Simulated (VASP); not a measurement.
The system is Ge.

```
Ge
1.0
     3.99759    0.00000    0.00000
    -1.99879    3.46201    0.00000
     0.00000    0.00000    6.59938
Ge
4
Direct
  0.66667 0.33333 0.06290
  0.33333 0.66667 0.56290
  0.66667 0.33333 0.43710
  0.33333 0.66667 0.93710
```

This isn't the form of Ge at room conditions, which is diamond.

* Program: VASP 6.6.1
* Task: relaxation of cell and atoms
* Functional: PBE
* Potentials or basis: VASP PAW PBE potentials, release 64 (Ge_d)
* Cutoff: 600 eV
* k mesh: 6 × 6 × 4
* Occupations: fermi-dirac, width 0.02 eV
* Spin: no spin polarisation

At the start: pressure 3.0 GPa; volume 22.83 Å³/atom.

Question: How do energy, volume and symmetry change on relaxing?

Answer: Over 15 steps the energy falls by 9.9 meV/atom and the volume is 23.91 Å³/atom (+4.7 %); space group P6_3/mmc (No. 194, to 0.05 Å).

Step by step:
```csv
step,energy change (eV),largest force (eV/Å),pressure (GPa),volume (Å³)
1,0.0000,0.0210,2.98,91.33
2,-0.0353,0.0592,-2.20,97.06
3,-0.0391,0.0344,0.17,95.41
4,-0.0392,0.0375,0.03,95.53
5,-0.0392,0.0398,-0.42,95.61
6,-0.0379,0.0049,0.59,94.78
7,-0.0392,0.0295,0.02,95.41
8,-0.0392,0.0220,0.19,95.38
9,-0.0392,0.0316,0.12,95.40
10,-0.0394,0.0030,-0.02,95.60
11,-0.0394,0.0065,0.03,95.60
12,-0.0394,0.0086,-0.03,95.63
13,-0.0394,0.0105,0.01,95.63
14,-0.0394,0.0110,0.00,95.64
15,-0.0394,0.0006,-0.01,95.65
```

Final structure:
```
CELL_PARAMETERS angstrom
4.06547 0.00000 0.00000
-2.03273 3.52080 0.00000
0.00000 0.00000 6.68266
ATOMIC_POSITIONS crystal
Ge 0.66667 0.33333 0.06266
Ge 0.33333 0.66667 0.56266
Ge 0.66667 0.33333 0.43734
Ge 0.33333 0.66667 0.93734
```
